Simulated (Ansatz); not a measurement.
BaTe (started from an entry of an open crystallographic database) (r2SCAN geometry), in Ansatz:

```cif
data_structure
_symmetry_space_group_name_H-M 'P 1'
_symmetry_Int_Tables_number 1
_cell_length_a 4.9955
_cell_length_b 4.9955
_cell_length_c 4.9955
_cell_angle_alpha 60.000
_cell_angle_beta 60.000
_cell_angle_gamma 60.000
_cell_volume 88.15
loop_
_atom_site_label
_atom_site_type_symbol
_atom_site_fract_x
_atom_site_fract_y
_atom_site_fract_z
_atom_site_occupancy
Ba1 Ba 0.00000 0.00000 0.00000 1
Te1 Te 0.50000 0.50000 0.50000 1
```

G0W0@PBE with 331 empty bands, a screening cutoff of 140 eV and a 4×4×4 mesh (PAW, contour deformation) gives 2.674 eV over the mesh points, from a PBE gap of 1.650 eV; it sums over 344 bands with 331 plane waves in the screening and a wave cutoff of 420 eV. G0W0 values are finite-basis, finite-mesh values. Spin-unpolarised throughout; all numbers are computed.

(1) Estimate the gap with frequency model Godby-Needs pole.

(2) Estimate the gap with potentials of the kind norm-conserving.

(3) Estimate the gap with starting point HSE06.

Results:

(1) 2.630 eV (-0.044 eV), from a Kohn-Sham gap of 1.650 eV.

(2) 2.657 eV (-0.017 eV), from a Kohn-Sham gap of 1.652 eV.

(3) 3.029 eV (+0.355 eV), from a Kohn-Sham gap of 2.347 eV.

Spin-orbit coupling is left out, which matters wherever the heavy atoms make up the band edges.
